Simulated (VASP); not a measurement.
# TiO2 (P4_2/mnm) in VASP: single point with PBE+U

Aim: the single point of TiO2 with PBE+U.

All numbers are computed with VASP 6.6.1; they aren't measurements. Logs are shortened: lines on timing, memory, paths and dates and some standing lists are left out, and cuts for length are marked.

**The experiment to reproduce.**

From “Shallow Valence Band of Rutile GeO2 and P-type Doping”, 2020, arxiv:2011.08928, for a bulk crystal of TiO2 at 1.6 K: band gap 3.03 eV (direct).

The results are compared with them further down.

## Step 1: The crystal as given

Symmetry: P4_2/mnm, No. 136, tetragonal system. Conventional cell: a = 4.611 Å, b = 4.611 Å, c = 2.973 Å, α = 90.00°, β = 90.00°, γ = 90.00°. O (site symmetry m2m) is surrounded by 3 Ti at 1.95 to 1.99 Å. Ti (site symmetry mmm) has 6 O at 1.95 to 1.99 Å as nearest neighbours.

## Step 2: Single point, PBE+U

INCAR reads:

```
SYSTEM = TiO2
PREC     = Accurate       ! precision mode
ENCUT    = 520            ! plane-wave cutoff, eV
EDIFF    = 1E-6           ! SCF threshold, eV
ISMEAR   = 0              ! smearing method
SIGMA    = 0.1            ! smearing width, eV
LREAL    = .False.        ! projectors in reciprocal space
LASPH    = .True.         ! aspherical terms in the spheres
NELM     = 150            ! most SCF steps
ALGO     = Normal         ! electronic algorithm
ISIF     = 2              ! what is computed and relaxed
LWAVE    = .False.        ! write WAVECAR
LCHARG   = .True.         ! write CHGCAR
LMAXMIX  = 4              ! l up to which the mixer works
LDAU     = .True.         ! DFT+U
LDAUTYPE = 2            
LDAUL    = -1 2           ! shell
LDAUU    = 0 3            ! U, eV
LDAUJ    = 0 0          
LDAUPRINT= 1            
GGA      = PE             ! functional
LELF     = .True.         ! ELF
LVHAR    = .True.       
NBANDS   = 60             ! bands
```

KPOINTS reads:

```
Automatic mesh
0
Gamma
  4 2 6
  0 0 0
```

POSCAR reads:

```
TiO2
1.0
    4.6107000000      0.0000000000      0.0000000000
    0.0000000000      9.2214000000      0.0000000000
    0.0000000000      0.0000000000      2.9732000000
O Ti
8 4
Direct
    0.3053000000      0.1526500000      0.0000000000
    0.3053000000      0.6526500000      0.0000000000
    0.1947000000      0.4026500000      0.5000000000
    0.1947000000      0.9026500000      0.5000000000
    0.6947000000      0.3473500000      0.0000000000
    0.6947000000      0.8473500000      0.0000000000
    0.8053000000      0.0973500000      0.5000000000
    0.8053000000      0.5973500000      0.5000000000
    0.0000000000      0.0000000000      0.0000000000
    0.0000000000      0.5000000000      0.0000000000
    0.5000000000      0.2500000000      0.5000000000
    0.5000000000      0.7500000000      0.5000000000
```

Potentials or basis: VASP PAW PBE potentials, release 64 (O, Ti_sv).

Launch:

```sh
cat potpaw_PBE.64/O/POTCAR potpaw_PBE.64/Ti_sv/POTCAR > POTCAR
mpirun -np 1 vasp_std > vasp.out
```

OUTCAR:

```text
SYSTEM = TiO2
   PREC = Accurate
   ENCUT = 520
   EDIFF = 1E-6
   ISMEAR = 0
   LREAL = .False.
   LASPH = .True.
   NELM = 150
   ISIF = 2
   GGA = PE

 ion  position               nearest neighbor table
   1  0.305  0.153  0.000-  11 1.95  11 1.95   9 1.99
   2  0.305  0.653  0.000-  12 1.95  12 1.95  10 1.99
   3  0.195  0.403  0.500-  10 1.95  10 1.95  11 1.99
   4  0.195  0.903  0.500-   9 1.95   9 1.95  12 1.99
   5  0.695  0.347  0.000-  11 1.95  11 1.95  10 1.99
   6  0.695  0.847  0.000-  12 1.95  12 1.95   9 1.99
   7  0.805  0.097  0.500-   9 1.95   9 1.95  11 1.99
   8  0.805  0.597  0.500-  10 1.95  10 1.95  12 1.99
   9  0.000  0.000  0.000-   4 1.95   7 1.95   4 1.95   7 1.95   6 1.99   1 1.99
  10  0.000  0.500  0.000-   3 1.95   8 1.95   3 1.95   8 1.95   5 1.99   2 1.99
  11  0.500  0.250  0.500-   1 1.95   5 1.95   1 1.95   5 1.95   3 1.99   7 1.99
  12  0.500  0.750  0.500-   2 1.95   6 1.95   2 1.95   6 1.95   4 1.99   8 1.99

  LATTYP: Found a simple orthorhombic cell.
 ALAT       =     2.9732000000
 B/A-ratio  =     1.5507533970
 C/A-ratio  =     3.1015067940

  Lattice vectors:

 A1 = (   0.0000000000,   0.0000000000,   2.9732000000)
 A2 = (   4.6107000000,   0.0000000000,   0.0000000000)
 A3 = (   0.0000000000,   9.2214000000,   0.0000000000)

Analysis of symmetry for initial positions (statically):
=====================================================================
 Subroutine PRICEL returns following result:

  LATTYP: Found a simple tetragonal cell.
 ALAT       =     4.6107000000
 C/A-ratio  =     0.6448478539

  Lattice vectors:

 A1 = (   4.6107000000,   0.0000000000,   0.0000000000)
 A2 = (   0.0000000000,   4.6107000000,   0.0000000000)
 A3 = (   0.0000000000,   0.0000000000,   2.9732000000)

   2 primitive cells build up your supercell.
[... 186 lines left out ...]

 onsite density matrix

spin component  1
[... 116 lines left out ...]
  o =  0.0846  v = -0.5522  0.0000  0.8337 -0.0000  0.0000  0.0000  0.0000  0.0000  0.0000  0.0000      0.0000  0.0000  0.0000  0.0000  0.0000  0.0000  0.0000  0.0000  0.0000  0.0000
  o =  0.0846  v =  0.0000  0.0000  0.0000  0.0000  0.0000 -0.5522  0.0000  0.8337 -0.0000  0.0000      0.0000  0.0000  0.0000  0.0000  0.0000  0.0000  0.0000  0.0000  0.0000  0.0000
  o =  0.1032  v =  0.0000  0.7071 -0.0000 -0.7071 -0.0000  0.0000  0.0000  0.0000  0.0000  0.0000      0.0000  0.0000  0.0000  0.0000  0.0000  0.0000  0.0000  0.0000  0.0000  0.0000
  o =  0.1032  v =  0.0000  0.0000  0.0000  0.0000  0.0000  0.0000  0.7071 -0.0000 -0.7071 -0.0000      0.0000  0.0000  0.0000  0.0000  0.0000  0.0000  0.0000  0.0000  0.0000  0.0000
  o =  0.1044  v = -0.0000 -0.0000  0.0000  0.0000 -1.0000  0.0000  0.0000  0.0000  0.0000  0.0000      0.0000  0.0000  0.0000  0.0000  0.0000  0.0000  0.0000  0.0000  0.0000  0.0000
  o =  0.1044  v =  0.0000  0.0000  0.0000  0.0000  0.0000 -0.0000 -0.0000  0.0000  0.0000 -1.0000      0.0000  0.0000  0.0000  0.0000  0.0000  0.0000  0.0000  0.0000  0.0000  0.0000
  o =  0.2454  v = -0.8337 -0.0000 -0.5522 -0.0000  0.0000  0.0000  0.0000  0.0000  0.0000  0.0000      0.0000  0.0000  0.0000  0.0000  0.0000  0.0000  0.0000  0.0000  0.0000  0.0000
  o =  0.2454  v =  0.0000  0.0000  0.0000  0.0000  0.0000 -0.8337 -0.0000 -0.5522 -0.0000  0.0000      0.0000  0.0000  0.0000  0.0000  0.0000  0.0000  0.0000  0.0000  0.0000  0.0000
  o =  0.2737  v =  0.0000  0.0000  0.0000  0.0000  0.0000  0.0000 -0.7071  0.0000 -0.7071 -0.0000      0.0000  0.0000  0.0000  0.0000  0.0000  0.0000  0.0000  0.0000  0.0000  0.0000
  o =  0.2737  v =  0.0000 -0.7071  0.0000 -0.7071 -0.0000  0.0000  0.0000  0.0000  0.0000  0.0000      0.0000  0.0000  0.0000  0.0000  0.0000  0.0000  0.0000  0.0000  0.0000  0.0000

 number of electron      96.0000022 magnetization

 Free energy of the ion-electron system (eV)
  ---------------------------------------------------
  ext. energy  EPLUGINS =         0.00000000
  ---------------------------------------------------
  free energy    TOTEN  =       -99.31696439 eV

  energy without entropy =      -99.31696439  energy(sigma->0) =      -99.31696439

 E-fermi :   5.3941     XC(G=0): -11.3556

 val. band max:        4.9524722890   @ k =   0.0000   0.0000   0.0000
 cond. band min:       7.1802418418   @ k =   0.0000   0.0000   0.0000
 fundamental gap:      2.2277695528
 Fermi energy:         5.3941220866

 k-point     1 :       0.0000    0.0000    0.0000
  band No.  band energies     occupation
      1     -52.7938      2.00000
      2     -52.7861      2.00000
      3     -52.7861      2.00000
      4     -52.7785      2.00000
      5     -29.0490      2.00000
      6     -29.0490      2.00000
[... 1501 lines left out ...]
     59       8.8637      0.00000
     60       8.8637      0.00000

------------------------ aborting loop because EDIFF is reached ----------------------------------------

  FORCE on cell =-STRESS in cart. coord.  units (eV):
  Direction    XX          YY          ZZ          XY          YZ          ZX
  --------------------------------------------------------------------------------------
  -------------------------------------------------------------------------------------
  Total        5.8828736      5.8845437      7.6627398      0.0000000      0.0000000      0.0000000
  in kB       74.5610897     74.5822575     97.1195831      0.0000000      0.0000000      0.0000000
  external PRESSURE =      82.0876434 kB  Pullay stress =       0.0000000 kB

 VOLUME and BASIS-vectors are now :
 -----------------------------------------------------------------------------
  energy-cutoff  :      520.00
  volume of cell :      126.41
      direct lattice vectors                 reciprocal lattice vectors
     4.610700000  0.000000000  0.000000000     0.216886807  0.000000000  0.000000000
     0.000000000  9.221400000  0.000000000     0.000000000  0.108443403  0.000000000
     0.000000000  0.000000000  2.973200000     0.000000000  0.000000000  0.336337952

 POSITION                                       TOTAL-FORCE (eV/Angst)
 -----------------------------------------------------------------------------------
      1.40765      1.40765      0.00000        -0.139269     -0.139130     -0.000000
      1.40765      6.01835      0.00000        -0.139269     -0.139130     -0.000000
      0.89770      3.71300      1.48660         0.139269     -0.139130     -0.000000
      0.89770      8.32370      1.48660         0.139269     -0.139130      0.000000
      3.20305      3.20305      0.00000         0.139269      0.139130     -0.000000
      3.20305      7.81375      0.00000         0.139269      0.139130     -0.000000
      3.71300      0.89770      1.48660        -0.139269      0.139130     -0.000000
      3.71300      5.50840      1.48660        -0.139269      0.139130     -0.000000
      0.00000      0.00000      0.00000         0.000000      0.000000      0.000000
      0.00000      4.61070      0.00000         0.000000      0.000000      0.000000
      2.30535      2.30535      1.48660         0.000000      0.000000      0.000000
      2.30535      6.91605      1.48660         0.000000      0.000000      0.000000
 -----------------------------------------------------------------------------------
    total drift:                                0.000000      0.000000      0.000000

  FREE ENERGIE OF THE ION-ELECTRON SYSTEM (eV)
  ---------------------------------------------------
  free  energy   TOTEN  =       -99.3169643932 eV

  energy  without entropy=      -99.3169643932  energy(sigma->0) =      -99.31696439
```

Wall time 4.3 min (1 thread of AMD EPYC 7R13 (Zen 3), shared host); peak memory 0.27 GiB.

What came out:

```
Free energy            : -99.3170 eV
Pressure               : 8.2 GPa
Largest force          : 0.197 eV/Å
Band gap on the k mesh : 2.23 eV
```

Forces on the atoms (eV/Å):
```
O   -0.139 -0.139  0.000
O   -0.139 -0.139  0.000
O    0.139 -0.139  0.000
O    0.139 -0.139  0.000
O    0.139  0.139  0.000
O    0.139  0.139  0.000
O   -0.139  0.139  0.000
O   -0.139  0.139  0.000
Ti   0.000  0.000  0.000
Ti   0.000  0.000  0.000
Ti   0.000  0.000  0.000
Ti   0.000  0.000  0.000
```

Eigenvalues of the final occupation matrices:
| site | spin | trace | eigenvalues |
| --- | --- | --- | --- |
| site 9 d | 1 | 0.81 | 0.08 0.10 0.10 0.25 0.27 |
| site 9 d | 2 | 0.81 | 0.08 0.10 0.10 0.25 0.27 |
| site 10 d | 1 | 0.81 | 0.08 0.10 0.10 0.25 0.27 |
| site 10 d | 2 | 0.81 | 0.08 0.10 0.10 0.25 0.27 |
| site 11 d | 1 | 0.81 | 0.08 0.10 0.10 0.25 0.27 |
| site 11 d | 2 | 0.81 | 0.08 0.10 0.10 0.25 0.27 |
| site 12 d | 1 | 0.81 | 0.08 0.10 0.10 0.25 0.27 |
| site 12 d | 2 | 0.81 | 0.08 0.10 0.10 0.25 0.27 |

## Step 3: Comparison with measurements

Step 2. Measured gap of TiO2: 3.03 eV (direct; 1.6 K; quoted in “Shallow Valence Band of Rutile GeO2 and P-type Doping”, 2020, arxiv:2011.08928). This calculation gives 2.23 eV (-0.80 eV). 2 values of this kind are on record in papers (3.03 to 3.05 eV); this one was drawn at random among those near their median. The value is that of PBE+U on a finite k mesh, which can miss the band edges, without temperature or zero-point motion.
